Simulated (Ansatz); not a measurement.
P interstitial in AlP

These are results of DFT PBE, scalar-relativistic, plane waves, PAW in Ansatz, not measurements. (420 eV cutoff, 2×2×2 k-mesh, shifted by half a step, Gaussian smearing of 0.01 eV, collinear spin in charge 0, +2 alone)

Host crystal, relaxed:

```
Al P
1.0
     0.00000    2.75367    2.75367
     2.75367    0.00000    2.75367
     2.75367    2.75367    0.00000
Al P
1 1
Cartesian
  0.0000 0.0000 0.0000
  4.1305 4.1305 4.1305
```

Supercell of 32 atoms, rows in host cell vectors: -1 -1 3; -1 -1 -1; 3 -1 -1. Atoms relax at the host's cell from a start displaced at random by 0.06 Å near the defect, so other minima may exist. The cell is small, so energies carry finite-size errors of tenths of an eV. The host's Kohn–Sham gap is 1.63 eV.

Defect: P interstitial at (0.250, 0.250, 0.250) of the host cell, charge +3.

Task: Give the relaxed supercell.

Result:
```
CELL_PARAMETERS angstrom
5.50734 5.50734 -5.50734
-5.50734 -5.50734 -5.50734
-5.50734 5.50734 5.50734
ATOMIC_POSITIONS crystal
Al 0.25980 0.00664 0.75524
Al 0.49499 0.75026 0.75578
Al 0.73054 0.46468 0.71408
Al 0.73889 0.99419 0.24369
Al 0.01608 0.03572 0.99954
Al 0.24232 0.75022 0.99969
Al 0.49490 0.50625 0.99966
Al 0.75537 0.25058 0.99973
Al 0.00338 0.24930 0.74332
Al 0.50425 0.99475 0.50063
Al 0.75531 0.75021 0.49997
Al 0.01618 0.75022 0.28536
Al 0.25973 0.50571 0.25609
Al 0.50431 0.25118 0.24424
Al 0.00336 0.49381 0.49883
Al 0.25497 0.24990 0.49934
P 0.25127 0.00342 0.99976
P 0.49012 0.75024 0.99971
P 0.75238 0.51365 0.99967
P 0.75398 0.99788 0.50020
P 0.98892 0.98671 0.23621
P 0.25123 0.75024 0.25286
P 0.50632 0.50257 0.25248
P 0.75400 0.25070 0.24737
P 0.00711 0.27204 0.99969
P 0.50637 0.00307 0.75208
P 0.75240 0.75023 0.76312
P 0.00713 0.75022 0.52161
P 0.25354 0.49744 0.49925
P 0.48527 0.22841 0.47786
P 0.99804 0.49704 0.74656
P 0.25351 0.24972 0.74684
P 0.94153 0.75019 0.99975
```
Around the defect: 3 P at 2.37 Å, 3 Al at 2.58 Å, 1 Al at 2.87 Å. The run ended with a moment of 0.00 μB (no spin polarisation).